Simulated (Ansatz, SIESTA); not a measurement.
# Bi2Se3: programs and potentials compared

```
CELL_PARAMETERS angstrom
2.07150 1.19598 9.54533
-2.07150 1.19598 9.54533
0.00000 -2.39196 9.54533
ATOMIC_POSITIONS crystal
Bi 0.59920 0.59920 0.59920
Bi 0.40080 0.40080 0.40080
Se 0.78830 0.78830 0.78830
Se 0.21170 0.21170 0.21170
Se 0.00000 0.00000 0.00000
```

Alike in all runs: task band structure; functional BLYP; k mesh 8 × 8 × 8; occupations fermi-dirac, width 0.05 eV; no spin polarisation; no spin-orbit coupling. Pressure is positive in compression and, in plane waves, holds the error of the finite cutoff, which Ansatz's Pulay term estimates and takes out. Gaps are the smaller of the mesh's and the band path's.

```csv
program and potentials,plane-wave cutoff (eV),notes,band gap (eV),pressure (GPa),largest force (eV/Å)
"Ansatz, Ansatz PAW",420,"potentials made for PBE, which Ansatz adapts in part; Pulay term of +0.03 GPa included",0.27,6.29,0.305
"Ansatz, all-electron LAPW, scalar-relativistic",-,-,0.27,6.31,0.306
"SIESTA, files PseudoDojo sr-pbe-0.4.1-standard, DZP (energy shift 0.003 Ry; two zetas on semicore shells)",-,atomic basis; potentials made for PBE,0.29,7.74,0.580
```

Force on atom 3 (Se), eV/Å:

```tsv
program and potentials	x	y	z
Ansatz, Ansatz PAW	0.000	0.000	0.305
Ansatz, all-electron LAPW, scalar-relativistic	0.000	0.000	0.306
SIESTA, files PseudoDojo sr-pbe-0.4.1-standard, DZP (energy shift 0.003 Ry; two zetas on semicore shells)	0.000	0.000	0.580
```

The band gap spans 0.27 (Ansatz, Ansatz PAW) to 0.29 eV (SIESTA, files PseudoDojo sr-pbe-0.4.1-standard, DZP (energy shift 0.003 Ry; two zetas on semicore shells)), with all-electron results at 0.27. The pressure spans 6.29 (Ansatz, Ansatz PAW) to 7.74 GPa (SIESTA, files PseudoDojo sr-pbe-0.4.1-standard, DZP (energy shift 0.003 Ry; two zetas on semicore shells)), with all-electron results at 6.31. Some sets were made for another functional than the one run, which can shift their rows. Spin-orbit coupling, left out here, moves the band edges of heavy atoms. Rows in atomic bases carry the error of their basis and grid, which can be large.

Differences between rows come from potentials, basis sets and numerical settings, since the functional is the same but for its coding. Runs on potential files found faulty are left out.
